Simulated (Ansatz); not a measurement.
**ZnS (Wurtzite-2H): optical response by level**

How does ZnS (Wurtzite-2H) absorb light if electrons and holes don't interact? The runs, in order: HSE06 for the gap; optics with PBE on 6×6×4; optics with r2SCAN on 6×6×4; optics with PBE and scissors to the HSE06 gap on 6×6×4.

Program: Ansatz 0.2.0. Level of theory: plane waves, PAW; no local fields, no excitons. These are calculated values, not measurements.

## Step 1: The structure to begin with

It takes space group P6_3mc (No. 186, hexagonal). The conventional cell has a = 3.805 Å, b = 3.805 Å, c = 6.244 Å, α = 90.00°, β = 90.00°, γ = 120.00°. Around Zn (site symmetry 3m) lie 4 S at 2.33 to 2.34 Å. S (site symmetry 3m) is surrounded by 4 Zn at 2.33 to 2.34 Å.

Coordinates:

```cif
data_structure
_symmetry_space_group_name_H-M 'P 1'
_symmetry_Int_Tables_number 1
_cell_length_a 3.8054
_cell_length_b 3.8054
_cell_length_c 6.2440
_cell_angle_alpha 90.000
_cell_angle_beta 90.000
_cell_angle_gamma 120.000
_cell_volume 78.31
loop_
_atom_site_label
_atom_site_type_symbol
_atom_site_fract_x
_atom_site_fract_y
_atom_site_fract_z
_atom_site_occupancy
Zn1 Zn 0.33333 0.66667 0.00534 1
Zn2 Zn 0.66667 0.33333 0.50534 1
S1 S 0.33333 0.66667 0.37966 1
S2 S 0.66667 0.33333 0.87966 1
```

Cell and atoms come from an earlier r2SCAN relaxation.

## Step 2: A hybrid for the gap

Input file input.yaml:

```yaml
crystal:
  lattice:
    - [3.8054280153, 0.0, 0.0]
    - [-1.9027140076, 3.2955973335, 0.0]
    - [0.0, 0.0, 6.2440175084]
  atoms:
    - { symbol: Zn, position: [0.3333333333, 0.6666666667, 0.0053397643] }
    - { symbol: Zn, position: [0.6666666667, 0.3333333333, 0.5053397643] }
    - { symbol: S, position: [0.3333333333, 0.6666666667, 0.3796602357] }
    - { symbol: S, position: [0.6666666667, 0.3333333333, 0.8796602357] }
kpoints:
  mp_grid: { grid: [6, 6, 2] }
  band_path:
    path:
      - [0.0, 0.0, 0.0]
      - [0.5, 0.0, 0.0]
      - [0.3333333333, 0.3333333333, 0.0]
      - [0.0, 0.0, 0.5]
      - [0.5, 0.0, 0.5]
      - [0.3333333333, 0.3333333333, 0.5]
    npoints: 1
hamiltonian:
  xc: hse06
scf:
  occupations: { method: fixed }
  n_extra_bands: 5
output:
  forces: true
  stress: true
  eigenvalues: true
```

On the command line:

```
> ansatz run input.yaml --threads 4 --pin off --max-ram 3686MiB --backend cpu --events-out ev --progress --plain --runs-dir out
```

Further steps of the session: Optics, PBE; Optics, r2SCAN; Optics, PBE with a scissors shift.

Q: Predict the results of all the runs planned. Wanted: ε∞, PBE; ε∞, r2SCAN; tallest peak of ε₂, PBE; tallest peak of ε₂, r2SCAN; HSE06 direct gap.

The runs gave:

| quantity | value |
| --- | --- |
| ε∞, PBE | 6.21 (xx, yy), 6.32 (zz) |
| ε∞, r2SCAN | 5.57 (xx, yy), 5.66 (zz) |
| ε∞, PBE + 1.23 eV scissors | 5.35 (xx, yy), 5.43 (zz) |
| tallest peak of ε₂, PBE | 12.6 at 6.90 eV |
| tallest peak of ε₂, r2SCAN | 11.6 at 7.40 eV |
| tallest peak of ε₂, PBE + 1.23 eV scissors | 12.6 at 8.15 eV |
| HSE06 direct gap | 3.45 eV |

**Reading.** From PBE to PBE + 1.23 eV scissors the direct gap grows from 2.21 to 3.44 eV, and ε∞ goes from 6.24 to 5.37 (mean of the axes): a wider gap screens less. The response is anisotropic: with PBE ε∞ is 6.21 (xx, yy), 6.32 (zz). Local fields and excitons are left out: both change ε∞, and without excitons the onset lacks its lines.
